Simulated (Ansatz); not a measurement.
A 2-atom cell of KCl started from a crystallographic database, relaxed with r2SCAN in Ansatz 0.2.0. The symmetry is Pm-3m (No. 221, cubic); conventional cell a = 3.771 Å, 26.81 Å³ an atom. K is surrounded by 8 Cl at 3.27 Å; Cl is surrounded by 8 K at 3.27 Å.

The axes x, y and z are those of this cell:
```
CELL_PARAMETERS angstrom
3.77081 0.00000 0.00000
0.00000 3.77081 0.00000
0.00000 0.00000 3.77081
ATOMIC_POSITIONS crystal
K 0.00000 0.00000 0.00000
Cl 0.50000 0.50000 0.50000
```

Unstrained: The PBE gap is indirect, 5.032 eV (M to Γ), below the direct gap of 5.245 eV at Γ. The r2SCAN gap is indirect, 5.803 eV (M to Γ), below the direct gap of 6.018 eV at Γ. With HSE06 the valence top lies at M and the conduction bottom at Γ, 6.367 eV higher; the smallest vertical gap, at Γ, is 6.596 eV. Meshes: PBE 8×8×8, r2SCAN 8×8×8, HSE06 6×6×6. Strains are changes of length per length. After each strain the atoms were relaxed again with r2SCAN within the symmetry that the strain leaves, so tilts or polar shifts that break it weren't tested; points keep the names that they have in the unstrained zone. Calculated for a static, non-magnetic cell.

**Question.** Estimate what uniaxial +3.28 % along x, other directions held does to the gap.

**Answer.** PBE: the gap goes from 5.032 to 4.824 eV (-0.208 eV). r2SCAN: the gap goes from 5.803 to 5.581 eV (-0.222 eV). HSE06: the gap goes from 6.367 to 6.147 eV (-0.220 eV). The r2SCAN energy rises by 4.6 meV an atom.

**Question.** Estimate what epitaxial -3.07 % in the xy plane, free normal strain +0.99 % does to the gap.

**Answer.** PBE: the gap goes from 5.032 to 5.175 eV (+0.143 eV); the M points, equivalent before, split by 197 meV, and the valence top lies at those like (0, 1/2, 1/2). r2SCAN: the gap goes from 5.803 to 5.954 eV (+0.151 eV); the M points, equivalent before, split by 205 meV, and the valence top lies at those like (0, 1/2, 1/2). HSE06: the gap goes from 6.367 to 6.524 eV (+0.157 eV); the M points, equivalent before, split by 203 meV, and the valence top lies at those like (0, 1/2, 1/2). The r2SCAN energy rises by 10.0 meV an atom.

**Question.** Estimate what uniaxial +2.33 % along z, other directions held does to the gap.

**Answer.** PBE: the gap goes from 5.032 to 4.886 eV (-0.146 eV); the M points, equivalent before, split by 101 meV, and the valence top lies at those like (0, 1/2, 1/2). r2SCAN: the gap goes from 5.803 to 5.647 eV (-0.156 eV); the M points, equivalent before, split by 106 meV, and the valence top lies at those like (0, 1/2, 1/2). HSE06: the gap goes from 6.367 to 6.213 eV (-0.154 eV); the M points, equivalent before, split by 104 meV, and the valence top lies at those like (0, 1/2, 1/2). The r2SCAN energy rises by 2.4 meV an atom.

**Question.** One strain changed the r2SCAN stress by xx -0.16, yy -1.37, zz -0.16 GPa (compression positive) and the gap by -0.169 eV (PBE), -0.181 eV (r2SCAN), -0.179 eV (HSE06). Which kind of strain was it, and roughly how large?

**Answer.** Uniaxial +2.69 % along y, other directions held. The pattern of the stress gives the kind; the size needs the stiffness, so it is an estimate.

The meshes of the hybrids are coarse, so their gaps aren't converged to the digits shown.
